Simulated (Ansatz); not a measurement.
# TiO2: response to biaxial strain in the a-b plane

An exercise on one series of results from a longer session: the logs are not shown, and one member is left open.

Computed with Ansatz 0.2.0 (DFT r2SCAN+U, scalar-relativistic, plane waves, PAW, unless a step's input says otherwise).

2 further runs of the same task are left out: 2 set aside as unsound or not needed.

### The starting structure

The structure is tetragonal, space group I4_1/amd (No. 141). The conventional cell has a = 3.797 Å, b = 3.797 Å, c = 9.662 Å, α = 90.00°, β = 90.00°, γ = 90.00°. Around Ti (site symmetry -4m2) lie 6 O at 1.95 to 1.99 Å. O (site symmetry 2mm) has 3 Ti at 1.95 to 1.99 Å as nearest neighbours.

Structure file:

```
Ti O
1.0
     3.79657    0.00000    0.00000
     0.00000    3.79657    0.00000
     0.00000    0.00000    9.66223
Ti O
4 8
Cartesian
  0.0000 0.0000 0.0000
  0.0000 1.8983 2.4156
  1.8983 1.8983 4.8311
  1.8983 0.0000 7.2467
  0.0000 1.8983 4.4072
  0.0000 0.0000 1.9916
  0.0000 1.8983 0.4240
  1.8983 1.8983 2.8395
  1.8983 0.0000 9.2383
  1.8983 1.8983 6.8227
  1.8983 0.0000 5.2551
  0.0000 0.0000 7.6706
```

It goes back to an entry of the Materials Project.

The first run:

Contents of input.yaml:

```yaml
crystal:
  lattice:
    - [3.7965674218, 0.0, 0.0]
    - [0.0, 3.7965674218, 0.0]
    - [0.0, 0.0, 9.6622317377]
  atoms:
    - { symbol: Ti, position: [0.0, 0.0, 0.0] }
    - { symbol: Ti, position: [0.0, 0.5, 0.25] }
    - { symbol: Ti, position: [0.5, 0.5, 0.5] }
    - { symbol: Ti, position: [0.5, 0.0, 0.75] }
    - { symbol: O, position: [0.0, 0.5, 0.4561225805] }
    - { symbol: O, position: [0.0, 0.0, 0.2061225805] }
    - { symbol: O, position: [0.0, 0.5, 0.0438774195] }
    - { symbol: O, position: [0.5, 0.5, 0.2938774195] }
    - { symbol: O, position: [0.5, 0.0, 0.9561225805] }
    - { symbol: O, position: [0.5, 0.5, 0.7061225805] }
    - { symbol: O, position: [0.5, 0.0, 0.5438774195] }
    - { symbol: O, position: [0.0, 0.0, 0.7938774195] }
basis:
  ecutwfc: 500
kpoints:
  mp_grid: { grid: [6, 6, 4] }
hamiltonian:
  xc: r2scan
  hubbard: { sites: [{ species: Ti, l: d, u_eff: 4.0 }] }
scf:
  occupations: { method: gaussian, width: 0.02 }
output:
  forces: true
  stress: true
  eigenvalues: true
```

Started as:

```
> ansatz run input.yaml --threads 1 --pin off --max-ram 2560MiB --backend cpu --events-out ev --progress --plain --runs-dir out
```

Among the steps run: The unstrained reference; The gap over the whole zone; The cell strained by -1.5 %; Band edges over the zone at -1.5 %; The cell strained by +1.5 %; Band edges over the zone at +1.5 %; At -3.0 %; Seeking the band edges at -3.0 %; Strain +3.0 %; Band edges over the zone at +3.0 %; The cell strained by -4.5 %; Seeking the band edges at -4.5 %.

One table of the session follows, with a row left open; its other results are not shown here.

Lengths are those of the vectors of the cell that was run; stresses in GPa:

```
strain (%)  ΔE (meV/atom)  a (Å)  b (Å)   c (Å)  gap (eV)
      -4.5           48.5  3.626  3.626  10.318      3.52
      -3.0              ?      ?      ?       ?         ?
      -1.5            5.4  3.740  3.740   9.859      3.24
      +0.0            0.0  3.797  3.797   9.662      3.10
      +1.5            5.2  3.854  3.854   9.490      2.98
      +3.0           20.7  3.910  3.910   9.341      2.89
```

Q: Estimate the row for strain (%) = -3.0 from the others.

Worked estimate for «ΔE (meV/atom)». A straight line through the neighbours (-4.5, 48.5) and (-1.5, 5.4) gives 48.5 + (5.4 − 48.5) × (-3.0 + 4.5) / (-1.5 + 4.5) = 26.9; a parabola fitted to 3 rows on both sides gives 21.6.

As computed: ΔE (meV/atom): 21.6; a (Å): 3.683; b (Å): 3.683; c (Å): 10.079; gap (eV): 3.41. In «ΔE (meV/atom)» the line misses by +5.3 and the parabola by 0.0.

ΔE is over the unstrained cell. Stress in GPa, positive in compression, on the Cartesian axes of the input. Gaps are Kohn-Sham gaps over the whole zone.

Limits of these values: The gap runs from 3.52 eV at -4.5 % through 3.10 to 2.89 eV at +3.0 %.
